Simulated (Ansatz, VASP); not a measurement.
# Two plane-wave programs on Ti

```
Ti
1.0
    -1.67318    1.67318    1.67318
     1.67318   -1.67318    1.67318
     1.67318    1.67318   -1.67318
Ti
1
Cartesian
  0.0000 0.0000 0.0000
```

Change from the starting cell: volume scaled by 1.06, PAW files.

Alike in both runs: task electric field gradients; functional PBEsol; k mesh 14 × 14 × 14; occupations fermi-dirac, width 0.05 eV; no spin polarisation.

|  | VASP | Ansatz |
| --- | --- | --- |
| version | VASP 6.6.1 | Ansatz 0.2.0 |
| potentials or method | VASP PAW PBE potentials, release 64 (Ti_sv) | PAW with Ansatz's default frozen-core files, scalar-relativistic |
| plane-wave cutoff (eV) | 520 | 420 |
| valence electrons in the cell | 12 | 12 |

```csv
,VASP,Ansatz,Ansatz less VASP
pressure (GPa),-11.5,-11.4,+0.11
Vzz of the field gradient on the site that differs most (V/Å²),0.0,0.0,0.00
```

Caveats: the PAW data sets were made with another functional, which shifts forces and pressure a little (VASP).
